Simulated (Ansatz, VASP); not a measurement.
Al in VASP and in Ansatz

File INCAR:

```
SYSTEM = Al
  PREC = Accurate
  ENCUT = 520
  EDIFF = 1E-7
  ISMEAR = 0
  SIGMA = 0.1
  LREAL = Auto
  LASPH = .True.
  NELM = 100
  ALGO = Fast
  ISIF = 2
  LWAVE = .False.
  LCHARG = .True.
  LDIPOL = .True.
  IDIPOL = 3
  DIPOL = 0.5 0.5 0.276
  GGA = PE
  LELF = .True.
  LVHAR = .True.
  LVACPOTAV = .True.
  NBANDS = 38
```

Contents of KPOINTS:

```
Automatic mesh
0
Gamma
  5 4 1
  0 0 0
```

Contents of POSCAR:

```
Al
1.0
    5.7143028096      0.0000000000      0.0000000000
    0.0000000000      8.0812445328      0.0000000000
    0.0000000000      0.0000000000     22.2437981863
Al
16
Direct
    0.2500000000      0.2500000000      0.1798254042
    0.2500000000      0.7500000000      0.1798254042
    0.7500000000      0.2500000000      0.1798254042
    0.7500000000      0.7500000000      0.1798254042
    0.0000000000      0.0000000000      0.2440489550
    0.0000000000      0.5000000000      0.2440489550
    0.5000000000      0.0000000000      0.2440489550
    0.5000000000      0.5000000000      0.2440489550
    0.2500000000      0.2500000000      0.3102692916
    0.2500000000      0.7500000000      0.3102692916
    0.7500000000      0.2500000000      0.3102692916
    0.7500000000      0.7500000000      0.3102692916
    0.0000000000      0.0000000000      0.3706110853
    0.0000000000      0.5000000000      0.3706110853
    0.5000000000      0.0000000000      0.3706110853
    0.5000000000      0.5000000000      0.3706110853
```

Input for Ansatz:

```yaml
crystal:
  lattice:
    - [5.7143028096, 0.0, 0.0]
    - [0.0, 8.0812445328, 0.0]
    - [0.0, 0.0, 22.2437981863]
  atoms:
    - { symbol: Al, position: [0.25, 0.25, 0.1798254042] }
    - { symbol: Al, position: [0.25, 0.75, 0.1798254042] }
    - { symbol: Al, position: [0.75, 0.25, 0.1798254042] }
    - { symbol: Al, position: [0.75, 0.75, 0.1798254042] }
    - { symbol: Al, position: [0.0, 0.0, 0.244048955] }
    - { symbol: Al, position: [0.0, 0.5, 0.244048955] }
    - { symbol: Al, position: [0.5, 0.0, 0.244048955] }
    - { symbol: Al, position: [0.5, 0.5, 0.244048955] }
    - { symbol: Al, position: [0.25, 0.25, 0.3102692916] }
    - { symbol: Al, position: [0.25, 0.75, 0.3102692916] }
    - { symbol: Al, position: [0.75, 0.25, 0.3102692916] }
    - { symbol: Al, position: [0.75, 0.75, 0.3102692916] }
    - { symbol: Al, position: [0.0, 0.0, 0.3706110853] }
    - { symbol: Al, position: [0.0, 0.5, 0.3706110853] }
    - { symbol: Al, position: [0.5, 0.0, 0.3706110853] }
    - { symbol: Al, position: [0.5, 0.5, 0.3706110853] }
basis:
  ecutwfc: 420
kpoints:
  mp_grid: { grid: [5, 4, 1] }
hamiltonian:
  xc: pbe
scf:
  occupations: { method: gaussian, width: 0.1 }
output:
  forces: true
  eigenvalues: true
efield:
  axis: 3
  dipole_correction: true
  ramp_width: 0.04
```

Alike in both runs: task single point; functional PBE; k mesh 5 × 4 × 1; occupations gaussian, width 0.1 eV; no spin polarisation.

```csv
,VASP,Ansatz
version,VASP 6.6.1,Ansatz 0.2.0
potentials or method,"VASP PAW PBE potentials, release 64 (Al)","scalar-relativistic, plane waves, PAW"
plane-wave cutoff (eV),520,420
valence electrons in the cell,48,48
```

```tsv
	VASP	Ansatz	Ansatz less VASP
gap on the k mesh at the Fermi level (eV)	none	none	-
rms of the force components (eV/Å)	0.087	0.087	0.0000
work function, face that differs most (eV)	4.07	4.07	-0.003
```

Atom by atom the forces differ by 0.001 eV/Å (rms over components). A gap of «none» marks a metal or a gap that the smearing closes. With one functional, cell and mesh, what is left measures potentials, basis and numerics.
